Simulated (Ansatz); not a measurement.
## Molecular dynamics of CoO

Input:

```yaml
accuracy: low
crystal:
  lattice:
    - [-3.256981, -1.880419, 5.217103]
    - [3.256981, -1.880419, 5.217103]
    - [0.0, 3.760838, 5.217103]
  atoms:
    - { symbol: Co, position: [0.9994877, 0.9994877, 0.9994877] }
    - { symbol: Co, position: [0.4994906, 0.4994906, 0.4994906] }
    - { symbol: O, position: [0.3754955, 0.3754955, 0.3754955] }
    - { symbol: O, position: [0.8755255, 0.8755255, 0.8755255] }
    - { symbol: Co, position: [0.4994877, 0.4994877, 0.9994877] }
    - { symbol: Co, position: [0.9994906, 0.9994906, 0.4994906] }
    - { symbol: O, position: [0.8754955, 0.8754955, 0.3754955] }
    - { symbol: O, position: [0.3755255, 0.3755255, 0.8755255] }
    - { symbol: Co, position: [0.4994877, 0.9994877, 0.4994877] }
    - { symbol: Co, position: [0.9994906, 0.4994906, 0.9994906] }
    - { symbol: O, position: [0.8754955, 0.3754955, 0.8754955] }
    - { symbol: O, position: [0.3755255, 0.8755255, 0.3755255] }
    - { symbol: Co, position: [0.9994877, 0.4994877, 0.4994877] }
    - { symbol: Co, position: [0.4994906, 0.9994906, 0.9994906] }
    - { symbol: O, position: [0.3754955, 0.8754955, 0.8754955] }
    - { symbol: O, position: [0.8755255, 0.3755255, 0.3755255] }
basis:
  ecutwfc: 420.0
kpoints:
  mp_grid: { grid: [3, 3, 3] }
hamiltonian:
  xc: pbe
  dispersion: d3bj
  pseudopotentials: { kind: paw, azcp: { folder: soft_1 } }
scf:
  occupations: { method: fermi_dirac, width: 0.3 }
  lower_state_search: "off"
md:
  timestep: 0.75
  n_steps: 170
  ensemble: nvt_langevin
  temperature: 3500.0
  initial_velocities: maxwell_boltzmann
  seed: 678611
  friction: 0.02
```

Launched with:

```bash
$ ansatz run input.yaml --threads 4 --pin off --max-ram 10240MiB --backend cpu --events-out ev --progress --plain --runs-dir out
```

It starts from an unrelaxed structure (largest force component 0.14 eV/Å).

Output, in part (warnings, step lines):

```
WARN: dispersion: an atom stands within reach of a switch of its C6 between two reference coordination numbers of its element: through that C6 alone, e_disp changes by 0.025 eV or more while the distances to its neighbours run over a stretch of 0.05 Å that contains this geometry (sites counted from …
md step     0: t =     0.00 fs  T =  3281.2 K  F+E_penalty+E_count = -45542.72634453 eV  E_kin = 6.786150 eV  (13 SCF iters)
[... lines left out ...]
```

The steps, from the saved trajectory:

| time (fs) | T (K) | potential energy less start (eV) |
| --- | --- | --- |
| 0 | 3281 | 0.000 |
| 3.75 | 3791 | 0.182 |
| 7.5 | 3617 | 0.752 |
| 11.25 | 2863 | 1.633 |
| 15 | 2858 | 2.395 |
| 18.75 | 3047 | 2.958 |
| 22.5 | 2428 | 2.963 |
| 26.25 | 2814 | 2.717 |
| 30 | 3130 | 2.817 |
| 33.75 | 2715 | 2.779 |
| 37.5 | 3392 | 2.544 |
| 41.25 | 3732 | 2.408 |
| 45 | 3796 | 2.669 |
| 48.75 | 3178 | 3.206 |
| 52.5 | 2929 | 3.734 |
| 56.25 | 2776 | 4.133 |
| 60 | 2415 | 4.383 |
| 63.75 | 2823 | 4.499 |
| 67.5 | 2569 | 4.740 |
| 71.25 | 2528 | 4.939 |
| 75 | 2204 | 5.123 |
| 78.75 | 1981 | 5.362 |
| 82.5 | 2170 | 5.174 |
| 86.25 | 2780 | 4.776 |
| 90 | 3008 | 4.420 |
| 93.75 | 2887 | 4.380 |
| 97.5 | 2334 | 4.448 |
| 101.25 | 2976 | 4.516 |
| 105 | 3427 | 4.516 |
| 108.75 | 3589 | 4.621 |
| 112.5 | 3134 | 5.091 |
| 116.25 | 2768 | 5.673 |
| 120 | 3092 | 5.804 |
| 123.75 | 3384 | 5.439 |
| 127.5 | 3475 | 5.558 |

All steps were run. The mean temperature of the second half is 20 % below the set value. A run of 0.13 ps of so small a system gives no equilibrium averages. No Hubbard correction was used and the magnetic state wasn't searched. Spin polarisation was left off. Limits of this set-up: coarse k mesh, magnetic elements without spin, low accuracy level.

Mean squared displacements from the first frame to the last, about the centre of mass: Co 0.43 Å², O 0.33 Å².

Last frame:

```xyz
16
Lattice="-3.2570 -1.8804 5.2171 3.2570 -1.8804 5.2171 0.0000 3.7608 5.2171" Properties=species:S:1:pos:R:3
Co -0.063 -0.607 15.744
Co -0.594 -0.290 7.394
O 0.072 0.383 5.878
O 0.124 0.599 13.752
Co -0.166 2.197 10.568
Co -0.509 -0.839 12.940
O -0.694 -1.638 11.337
O 0.064 2.869 8.457
Co 1.731 -0.685 10.109
Co -1.825 1.499 12.897
O -1.577 1.102 10.610
O 1.946 -0.131 8.530
Co -1.441 -1.315 9.753
Co 2.005 1.313 12.773
O 1.301 1.390 10.850
O -2.293 -0.695 8.176
```

Run time: 23 min on 4 threads of Arm Neoverse V2 (shared host), peak memory 1 GiB.
